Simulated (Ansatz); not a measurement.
## InAs under changes of volume

One of the cells (27.489 Å³/atom); the others are scaled copies at fixed shape and fractional positions:

```xyz
2
Lattice="0.0000 3.0180 3.0180 3.0180 0.0000 3.0180 3.0180 3.0180 0.0000" Properties=species:S:1:pos:R:3 pbc="T T T"
In    0.0000    0.0000    0.0000
As    4.5270    4.5270    4.5270
```

```yaml
Program: Ansatz 0.2.0
Functional: wPBEh
Potentials_or_basis: Ansatz PAW
Cutoff: "420 eV (not typed: the program's choice for these potentials)"
k_mesh: 4 × 4 × 4
Occupations: fermi-dirac, width 0.05 eV
Spin: no spin polarisation
```

```tsv
volume (Å³/atom)	energy over the lowest point (meV/atom)	pressure (GPa)	gap on the mesh (eV)
25.840	61.94	7.7	0.89
26.389	38.66	5.9	0.77
26.939	21.41	4.2	0.64
27.489	9.53	2.7	0.52
28.039	2.60	1.4	0.40
28.588	0.00	0.2	0.28
29.138	?	?	?
```

Q: What does the run at 29.138 Å³/atom give?

A: Energy over the lowest point 1.22 meV/atom; pressure -0.7 GPa; gap on the mesh 0.14 eV.

Worked out: A Birch-Murnaghan fit of order 3 (a polynomial in V^(-2/3)) to the other rows has its minimum at 28.67 Å³/atom, just outside them, with B0 = V·E''(V) = 59 GPa and B' = 4.5. It gives 1.35 meV/atom at 29.138 Å³/atom, against the run's 1.22, and -dE/dV = -0.9 GPa, against -0.7. A straight line through the other rows of the gap, of slope -6.05 eV per unit of ln V (its deformation potential), extrapolates to 0.17 eV, against the run's 0.14.

Energies are extrapolated to zero smearing.

Caveats: all runs use coarse meshes; spin-orbit coupling is left out, which moves the levels of the heavy elements; the PAW data sets come from PBE, with cores solved anew for the run's functional, which leaves a small shift of forces and pressure; the thresholds are loose for stress.
